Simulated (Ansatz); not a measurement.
# ZrSe2 (P-3m1) in Ansatz: relaxation of cell and atoms with LC-wPBE

Aim: the relaxation of cell and atoms of ZrSe2 with LC-wPBE.

All numbers are computed with Ansatz 0.2.0; they aren't measurements. Logs are shortened: lines on timing, memory, paths and dates and some standing lists are left out, and cuts for length are marked.

## Step 1: The crystal as given

The structure is trigonal, space group P-3m1 (No. 164). The conventional cell has a = 3.798 Å, b = 3.798 Å, c = 6.192 Å, α = 90.00°, β = 90.00°, γ = 120.00°. Zr (site symmetry -3m) has 6 Se at 2.68 Å as nearest neighbours. Se (site symmetry 3m) is surrounded by 3 Zr at 2.68 Å.

## Step 2: Relaxation of cell and atoms, LC-wPBE

input.yaml reads:

```yaml
crystal:
  lattice:
    - [3.798, 0.0, 0.0]
    - [-1.899, 3.2891644836, 0.0]
    - [0.0, 0.0, 6.192]
  atoms:
    - { symbol: Zr, position: [0.0, 0.0, 0.0] }
    - { symbol: Se, position: [0.6666666667, 0.3333333333, 0.75] }
    - { symbol: Se, position: [0.3333333333, 0.6666666667, 0.25] }
hamiltonian:
  xc: lc_wpbe
  pseudopotentials: { kind: paw }
kpoints:
  mp_grid: { grid: [4, 4, 3] }
scf:
  occupations: { method: fermi_dirac, width: 0.05 }
output:
  forces: true
  stress: true
relax:
  f_tol: 0.01
  max_steps: 40
  cell: { stress_tol: 0.05 }
```

Potentials or basis: Ansatz PAW.

Run with:

```
ansatz run input.yaml --threads 2 --pin off --max-ram 5632MiB --backend cpu --events-out ev --progress --plain --runs-dir out
```

Output:

```text
Warning: RAYON_NUM_THREADS=2 ignored (pool sized by the plan → 2); use --threads N
Engine: ansatz 0.2.0, x86_64-unknown-linux-gnu
Pseudopotentials: kind: paw
Pseudopotential: Zr, paw, valence charge 12, recommended cutoff 420 eV (normal), Zr.paw.azcp
Pseudopotential: Se, paw, valence charge 16, recommended cutoff 420 eV (normal), Se.paw.azcp
Functional definition: LC-wPBE
  parameter omega = 0.4/bohr
  exchange = pbe_x_sr(omega) + exact_x_lr(omega)
  correlation = pbe_c
Crystal: 3 atoms, lattice volume = 77.352 Å³
Basis set: ecut = 420 eV, 1521 PW (Γ), exchange–correlation on 54×54×90 points (8 copies of the dense FFT grid, shifted against one another)
Bands: 27, of which v1, the nominal top of the filled ones, is band 22 counted from 1 (21 counted from 0)
Symmetry: 12 space group operations
Space group: P-3m1 (ITA 164), of the structure as read, at distance tolerance 4.3e-5 Å
k-points: 9 of 48
Non-local potential: Zr, projectors of the file, l = 0: 3, l = 1: 2, l = 2: 2, l = 3: 2
Non-local potential: Se, projectors of the file, l = 0: 2, l = 1: 2, l = 2: 3, l = 3: 1
PAW form: soft (Blöchl's): semilocal exchange-correlation on the pseudo side does not see the compensation charge
PAW frozen core: Zr, regenerated for the run's functional, and the local potential with it (the file was generated under x = pbe(κ = 0.804, μ = 0.2195149727645171), c = pbe(β = 0.06672455060314922))
PAW frozen core: Se, regenerated for the run's functional, and the local potential with it (the file was generated under x = pbe(κ = 0.804, μ = 0.2195149727645171), c = pbe(β = 0.06672455060314922))
PAW one-centre angular grid: Zr, 590 points (default); XC on 64 Gauss nodes
PAW one-centre angular grid: Se, 590 points (default); XC on 64 Gauss nodes
Initial density: superposition of atomic densities (neutral atoms: chi_scale 0, normalization atom), corrected by the library's trained network
Initial wavefunctions: pseudopotential atomic-orbital guess
Functional: x = pbe(κ = 0.804, μ = 0.2195149727645171), c = pbe(β = 0.06672455060314922), warm-up for x = pbe(κ = 0.804, μ = 0.2195149727645171) + 1 (exact − pbe) at long range (ω = 0.7558904498503081 Å⁻¹), c = pbe(β = 0.06672455060314922)
SCF iter   1: F=—  HF=-15125.938964 eV  |F-HF|=—  |Δ(HF+E_count)|=         —  Δρ=2.41e-3  dr2=8.22e-3  ethr=1.77e-3  ⟨swp⟩=5.6  Hψ=920  notcnv=0
preconditioner: auto → none  [insulator: Δε(μ)=0.463 eV  Ē_g=7.886 eV  σ=0.050 eV  W_gap=0.98  n_scr=22 (ndim 8)  ℏωp=16.9 eV  f_vac=0.068  D(μ)=0.05/eV (n_scr^D=0)]
SCF iter   2: F=—  HF=-15125.939641 eV  |F-HF|=—  |Δ(HF+E_count)|=   6.77e-4  Δρ=1.94e-3  dr2=8.81e-3  ethr=1.87e-5  ⟨swp⟩=3.7  Hψ=641  notcnv=0
SCF iter   3: F=—  HF=-15125.938265 eV  |F-HF|=—  |Δ(HF+E_count)|=   1.38e-3  Δρ=6.71e-4  dr2=1.13e-3  ethr=1.87e-5  ⟨swp⟩=3.1  Hψ=542  notcnv=0
iter 4 solved again at ethr=1.38e-7 eV; its pass at ethr=2.56e-6 eV (dr2=6.06e-5 eV) is discarded
SCF iter   4: F=—  HF=-15125.938163 eV  |F-HF|=—  |Δ(HF+E_count)|=   1.02e-4  Δρ=2.56e-4  dr2=5.71e-5  ethr=1.38e-7  ⟨swp⟩=4.0  Hψ=1017  notcnv=0
SCF iter   5: F=—  HF=-15125.938194 eV  |F-HF|=—  |Δ(HF+E_count)|=   3.12e-5  Δρ=5.76e-5  dr2=1.19e-6  ethr=1.30e-7  ⟨swp⟩=3.1  Hψ=493  notcnv=0
SCF iter   6: F=—  HF=-15125.938198 eV  |F-HF|=—  |Δ(HF+E_count)|=   3.59e-6  Δρ=1.11e-5  dr2=4.99e-8  ethr=2.69e-9  ⟨swp⟩=4.2  Hψ=654  notcnv=0
SCF iter   7: F=—  HF=-15125.938198 eV  |F-HF|=—  |Δ(HF+E_count)|=   5.31e-8  Δρ=2.77e-6  dr2=4.86e-9  ethr=1.13e-10  ⟨swp⟩=3.9  Hψ=622  notcnv=0
SCF iter   8: F=—  HF=-15125.938198 eV  |F-HF|=—  |Δ(HF+E_count)|=   2.55e-9  Δρ=6.89e-7  dr2=2.03e-10  ethr=1.10e-11  ⟨swp⟩=3.3  Hψ=510  notcnv=0
SCF iter   9: F=-15125.938198 eV  HF=-15125.938198 eV  |F-HF|=1.82e-11  |Δ(HF+E_count)|=  5.18e-10  Δρ=1.61e-7  dr2=2.93e-11  ethr=1.00e-12  ⟨swp⟩=3.8  Hψ=605  notcnv=0
SCF 1 converged in 9 iterations: F = -15125.938198 eV  dr2 = 2.93e-11
Initial density: handed on by an earlier stage of this run
Initial wavefunctions: those handed on with the density
Functional: x = pbe(κ = 0.804, μ = 0.2195149727645171) + 1 (exact − pbe) at long range (ω = 0.7558904498503081 Å⁻¹), c = pbe(β = 0.06672455060314922)
Exchange kernel: α = 0.0000 at short range, 1.0000 at long range (ω = 0.7559 Å⁻¹), several ranges, Wigner–Seitz truncation, v(0) = 8111.8291 eV·Å³, q-mesh 4×4×3, nearest image of the exchange supercell L = 15.19 Å, pair-density grid 20×20×32, without the augmentation charges, whose exchange is taken in its separable form by FFT convolution over the k-point mesh (sized by the pseudopotential files, none under that of scf.exx.ecutfock_ratio: 2, 24×24×45 at the most), smooth part of the exact exchange by density-matrix convolution
Frozen-core exchange: fock
iter 1 solved again at ethr=7.89e-4 eV; its pass at ethr=1.00e-1 eV (dr2=3.47e-1 eV) is discarded
SCF iter   1: F=—  HF=-15126.817262 eV  |F-HF|=—  |Δ(HF+E_count)|=         —  Δρ=1.25e-2  dr2=4.58e-1  ethr=7.89e-4  ⟨swp⟩=4.7  Hψ=1040  notcnv=0
preconditioner: auto → none  [insulator: Δε(μ)=5.351 eV  Ē_g=15.102 eV  σ=0.050 eV  W_gap=1.00  n_scr=22 (ndim 8)  ℏωp=16.9 eV  f_vac=0.071  D(μ)=0.00/eV (n_scr^D=0)]
SCF iter   2: F=—  HF=-15126.712286 eV  |F-HF|=—  |Δ(HF+E_count)|=   1.05e-1  Δρ=5.50e-3  dr2=1.05e-1  ethr=7.79e-4  ⟨swp⟩=4.7  Hψ=662  notcnv=0
SCF iter   3: F=—  HF=-15126.693484 eV  |F-HF|=—  |Δ(HF+E_count)|=   1.88e-2  Δρ=2.27e-3  dr2=5.98e-2  ethr=1.41e-4  ⟨swp⟩=3.4  Hψ=582  notcnv=0
SCF iter   4: F=—  HF=-15126.878692 eV  |F-HF|=—  |Δ(HF+E_count)|=   1.85e-1  Δρ=3.65e-3  dr2=3.44e-2  ethr=6.16e-6  ⟨swp⟩=4.8  Hψ=785  notcnv=0
[... 360 lines left out ...]
SCF iter   9: F=—  HF=-15126.917050 eV  |F-HF|=—  |Δ(HF+E_count)|=   1.15e-9  Δρ=2.16e-7  dr2=2.49e-10  ethr=1.00e-12  ⟨swp⟩=3.4  Hψ=517  notcnv=0
SCF iter  10: F=-15126.917182 eV  HF=-15126.917050 eV  |F-HF|=1.32e-4  |Δ(HF+E_count)|=  9.28e-11  Δρ=1.74e-7  dr2=8.50e-11  ethr=1.00e-12  ⟨swp⟩=4.4  Hψ=529  notcnv=0
SCF 31 stopped early in 10 iterations: F = -15126.917182 eV  dr2 = 8.50e-11
  Residual-converged pass: ⟨swp⟩=3.0  Hψ=598  notcnv=0  max |occ|·‖R‖ = 2.1e-7 eV (tolerance 2.5e-7 eV)  dr2=8.89e-11  dr2_onsite=1.84e-12  max |Δocc| = 0.0e0
hybrid outer 1: dexx = +8.469e-6 eV, tail = 2.10e-7 eV
Exchange kernel: α = 0.0000 at short range, 1.0000 at long range (ω = 0.7559 Å⁻¹), several ranges, Wigner–Seitz truncation, v(0) = 8368.9025 eV·Å³, q-mesh 4×4×3, nearest image of the exchange supercell L = 15.17 Å, pair-density grid 20×20×36, without the augmentation charges, whose exchange is taken in its separable form by FFT convolution over the k-point mesh (sized by the pseudopotential files, none under that of scf.exx.ecutfock_ratio: 2, 24×24×45 at the most), smooth part of the exact exchange by density-matrix convolution
Frozen-core exchange: fock
SCF iter   1: F=—  HF=-15126.917193 eV  |F-HF|=—  |Δ(HF+E_count)|=         —  Δρ=5.71e-6  dr2=4.13e-8  ethr=2.38e-9  ⟨swp⟩=10.7  Hψ=812  notcnv=0
preconditioner: auto → none  [insulator: Δε(μ)=5.608 eV  Ē_g=14.785 eV  σ=0.050 eV  W_gap=1.00  n_scr=22 (ndim 8)  ℏωp=16.5 eV  f_vac=0.137  D(μ)=0.00/eV (n_scr^D=0)]
SCF iter   2: F=—  HF=-15126.917193 eV  |F-HF|=—  |Δ(HF+E_count)|=   1.27e-7  Δρ=3.77e-6  dr2=1.29e-8  ethr=5.25e-11  ⟨swp⟩=5.4  Hψ=626  notcnv=0  defer=12
SCF iter   3: F=-15126.917193 eV  HF=-15126.917193 eV  |F-HF|=1.60e-10  |Δ(HF+E_count)|=   1.49e-8  Δρ=8.29e-7  dr2=6.48e-10  ethr=2.58e-11  ⟨swp⟩=4.9  Hψ=598  notcnv=0  defer=6
SCF 32 stopped early in 3 iterations: F = -15126.917193 eV  dr2 = 6.48e-10
  Residual-converged pass: ⟨swp⟩=3.0  Hψ=507  notcnv=0  max |occ|·‖R‖ = 2.0e-6 eV (tolerance 2.2e-6 eV)  dr2=6.47e-10  dr2_onsite=9.16e-11  max |Δocc| = 0.0e0
hybrid outer 2: dexx = +2.247e-7 eV, tail = 1.09e-7 eV, Δε = 3.16e-4 eV (about 8.37e-6 eV left of the loop's levels), ΔF = 2.45e-4 eV/Å (tail 3.20e-3)
Exchange kernel: α = 0.0000 at short range, 1.0000 at long range (ω = 0.7559 Å⁻¹), several ranges, Wigner–Seitz truncation, v(0) = 8368.9025 eV·Å³, q-mesh 4×4×3, nearest image of the exchange supercell L = 15.17 Å, pair-density grid 20×20×36, without the augmentation charges, whose exchange is taken in its separable form by FFT convolution over the k-point mesh (sized by the pseudopotential files, none under that of scf.exx.ecutfock_ratio: 2, 24×24×45 at the most), smooth part of the exact exchange by density-matrix convolution
Frozen-core exchange: fock
SCF iter   1: F=—  HF=-15126.917193 eV  |F-HF|=—  |Δ(HF+E_count)|=         —  Δρ=2.37e-7  dr2=8.10e-11  ethr=5.07e-11  ⟨swp⟩=8.9  Hψ=700  notcnv=0
preconditioner: auto → none  [insulator: Δε(μ)=5.608 eV  Ē_g=14.783 eV  σ=0.050 eV  W_gap=1.00  n_scr=22 (ndim 8)  ℏωp=16.5 eV  f_vac=0.137  D(μ)=0.00/eV (n_scr^D=0)]
SCF iter   2: F=-15126.917193 eV  HF=-15126.917193 eV  |F-HF|=3.09e-11  |Δ(HF+E_count)|=  1.24e-10  Δρ=1.34e-7  dr2=1.47e-11  ethr=1.00e-12  ⟨swp⟩=3.4  Hψ=476  notcnv=0
SCF 33 converged in 2 iterations: F = -15126.917193 eV  dr2 = 1.47e-11
  Residual-converged pass: ⟨swp⟩=4.4  Hψ=842  notcnv=0  max |occ|·‖R‖ = 9.8e-9 eV (tolerance 1.0e-8 eV)  dr2=1.56e-11  dr2_onsite=1.90e-12  max |Δocc| = 0.0e0
hybrid outer 3: dexx = +1.074e-10 eV, tail = 3.77e-11 eV, Δε = 3.68e-5 eV (about 3.94e-6 eV left of the loop's levels), ΔF = 7.74e-5 eV/Å (tail 2.20e-4)
relax step   8: F+E_penalty+E_count = -15126.91719328 eV  Δ(F+E_penalty+E_count) = -7.588e-4 eV  max|allowed force component| = 1.253e-3 eV/Å  Δτ_max = 0.0000 Å  P = +0.003 GPa  Ω = 81.478 Å³  stress off target by 9.64e-3 GPa  SCF on the basis re-selected at this cell (its energy is not comparable with the rows above)  (15 SCF iters)
basis re-selected at this cell: Δ(F+E_penalty+E_count) = -7.588e-4 eV, ΔP = +0.003 GPa vs the last step (what re-selecting the basis moved, of the pressure what is left beyond the Pulay correction that the steps carried, after the strain that the cell walked since its last selection, with what the two solves' SCF thresholds leave and, on support functions, any second-order correction that the steps lacked; it is no measure of the basis error at this ecutwfc). This SCF's stress stands 9.64e-3 GPa from its target on what of the cell is left free (relax.cell.stress_tol is 5.00e-2 GPa) and its largest allowed force component is 1.25e-3 eV/Å (relax.f_tol is 1.00e-2 eV/Å): within both
hybrid SCF converged: 3 outer / 15 inner (+0 warm-up), last move |dexx| = 1.07e-10 eV, tail = 3.77e-11 eV
Stability not checked: this state was not tested for a lower state beside it, because the functional holds exact exchange (a hybrid, or Hartree-Fock), whose exchange loop this test does not read (fock_operator; see scf.lower_state_search)
Free energy (F): -15126.917193 eV
Frozen-core exchange: fock
Harris-Foulkes:  -15126.917193 eV  (|F-HF|=3.09e-11)
Internal energy: -15126.917193 eV  (E = F + TS)
E sigma→0 (E₀):  -15126.917193 eV
Fermi energy:    7.875931 eV
--- Per-component energies (eV) ---
  E_band       = -1160.846588
  E_kinetic    = 570.326485
  E_local      = -6268.442238  (includes V_loc(G=0)·N_el)
  E_nonlocal   = -1117.644440
  E_hartree    = 2955.043210
  E_xc         = -224.226232
  E_vxc        = -256.762230  (∫ρ·V_xc dr)
  E_exx        = -236.006664  (= α·E_x^exact, valence–valence)
  E_paw        = -6687.419678  (= ΣΔE_a)
  E_vpaw       = 473.603871  (= ΣTr[D̂ρ^β])
  E_aug_tail   = -0.001181  (compensation charges beyond the density's cutoff)
  E_ewald      = -4118.798594
  E_core_change = 0.252138  (= ΣΔE_core)
  E_smearing   = -0.000000  (= −TS)
  E_closure    = -0.000000  (closes the sum)
  Σ components = -15126.917193   (vs F -15126.917193, Δ=0.00e0)
--- Forces (eV/Å), atoms counted from 1 ---
  atom   1  Zr     0.00000000     0.00000000     0.00000000
  atom   2  Se    -0.00000000    -0.00000000     0.00125313
  atom   3  Se     0.00000000     0.00000000    -0.00125313
  max |Σ_I F_I| component: 0.00e0 eV/Å
--- Stress (GPa, compression-positive) ---
       -0.000260       0.000000       0.000000
        0.000000      -0.000260       0.000000
        0.000000       0.000000       0.009642
  P = ⅓ Tr σ = 0.0030 GPa (0.030 kbar)
--- Band table (eV; the first three rows and the last of 9) ---
  k-point 0: bands = ["-49.1204", "-44.3869", "-44.3869", "-44.3864", "-44.3864", "-44.3822", "-44.3816", "-44.3770", "-44.3770", "-44.3765", "-44.3765", "-26.1750", "-25.9934", "-25.9934", "-11.1334", "-9.4857", "-0.9973", "1.4307", "1.4307", "4.7889", "5.0909", "5.0909", "11.5372", "11.5372"]
  k-point 1: bands = ["-49.1204", "-44.3868", "-44.3868", "-44.3865", "-44.3865", "-44.3822", "-44.3816", "-44.3770", "-44.3770", "-44.3765", "-44.3765", "-26.1750", "-25.9935", "-25.9935", "-10.9991", "-9.7073", "-0.2597", "1.4521", "1.4521", "3.3689", "5.0175", "5.0175", "11.5249", "11.5249"]
  k-point 2: bands = ["-49.1127", "-44.3868", "-44.3868", "-44.3863", "-44.3852", "-44.3819", "-44.3814", "-44.3768", "-44.3765", "-44.3765", "-44.3761", "-26.1514", "-26.1483", "-26.0307", "-10.4283", "-9.5193", "-0.0240", "0.6247", "1.6528", "1.7061", "3.8000", "4.3666", "11.2742", "12.9461"]
  k-point 8: bands = ["-49.1052", "-44.3868", "-44.3864", "-44.3863", "-44.3841", "-44.3814", "-44.3813", "-44.3765", "-44.3763", "-44.3760", "-44.3759", "-26.2477", "-26.1269", "-26.1190", "-9.6084", "-9.5184", "-0.2665", "0.1927", "1.4339", "1.9072", "2.1342", "3.0941", "12.2392", "12.6932"]
  guard bands above this table: 3 of the run's 27 bands. The solve was not asked for them (output.publish_guard_bands: true or output.eigenvalues: true publishes all)
--- Relaxed structure (7 steps of the walk, 6 accepted, 1 SCFs on fresh bases) ---
  F+E_penalty+E_count = -15126.91719328 eV   max|allowed force component| = 1.253e-3 eV/Å   (the final SCF, on the basis selected at the relaxed cell)
  cell:  # Å, volume = 81.4784 Å³
    - [3.7929681865913527, 6.866966635680475e-34, 2.74678665427219e-33]
    - [-1.8964840932956764, 3.284806805334306, 6.672580277888956e-18]
    - [5.970898003575343e-33, 1.2561432329354052e-17, 6.539633496949486]
  atoms:
    - { symbol: Zr, position: [6.523132853853828e-36, -1.3967514884400254e-34, 0.0] }
    - { symbol: Se, position: [0.6666666666666666, 0.33333333333333337, 0.7641096264427152] }
    - { symbol: Se, position: [0.33333333333333337, 0.6666666666666667, 0.2358903735572849] }
```

It took 86 s on 2 threads of AMD EPYC 9B45 (Zen 5), shared host; peak memory 1.3 GiB.

What came out:

```yaml
Free_energy: -15126.9172 eV
Relaxed_volume: 27.16 Å³/atom
Relaxed_cell: a = 3.793 Å, b = 3.793 Å, c = 6.540 Å, α = 90.00°, β = 90.00°, γ = 120.00°
Space_group_after_relaxing_to_0.05_Å: P-3m1 (No. 164)
Energy_gained_by_relaxing: 4.4 meV/atom
Ionic_steps: 7
Pressure_after_relaxing: 0.0 GPa
Band_gap_on_the_k_mesh: 5.61 eV, indirect (least direct gap 6.45 eV)
```

The path:
| step | energy change (eV) | largest force (eV/Å) | volume (Å³) |
| --- | --- | --- | --- |
| 1 | 0.0000 | 0.1596 | 77.35 |
| 2 | -0.0072 | 0.0066 | 78.31 |
| 3 | -0.0109 | 0.0433 | 79.63 |
| 4 | -0.0122 | 0.0201 | 80.71 |
| 5 | -0.0124 | 0.0009 | 81.29 |
| 6 | -0.0123 | 0.0008 | 81.48 |
| 7 | -0.0131 | 0.0013 | 81.48 |

Final structure:
```cif
data_structure
_symmetry_space_group_name_H-M 'P 1'
_symmetry_Int_Tables_number 1
_cell_length_a 3.7930
_cell_length_b 3.7930
_cell_length_c 6.5396
_cell_angle_alpha 90.000
_cell_angle_beta 90.000
_cell_angle_gamma 120.000
_cell_volume 81.48
loop_
_atom_site_label
_atom_site_type_symbol
_atom_site_fract_x
_atom_site_fract_y
_atom_site_fract_z
_atom_site_occupancy
Zr1 Zr 0.00000 0.00000 0.00000 1
Se1 Se 0.66667 0.33333 0.76411 1
Se2 Se 0.33333 0.66667 0.23589 1
```

Levels at points of the mesh, in eV from the valence-band top:
| k point | band 19 | band 20 | band 21 | band 22 | band 23 | band 24 |
| --- | --- | --- | --- | --- | --- | --- |
| (0.00, 0.00, 0.00) | -3.66 | -0.30 | 0.00 | 0.00 | 6.45 | 6.45 |
| (0.00, -0.50, 0.00) | -3.44 | -3.41 | -2.57 | -1.75 | 5.74 | 8.39 |

Caveat: the k mesh is coarse (spacing up to 0.48 Å⁻¹), so the values aren't converged, least of all with exact exchange; odd divisions of the mesh miss points on the zone boundary, where band edges often lie, so the gap on the mesh can be too wide; the plane-wave basis is chosen anew once the cell has moved, so the energies of steps on either side of that aren't comparable; the PAW data sets come from PBE, with cores solved anew for the run's functional, which leaves a small shift of forces and pressure.
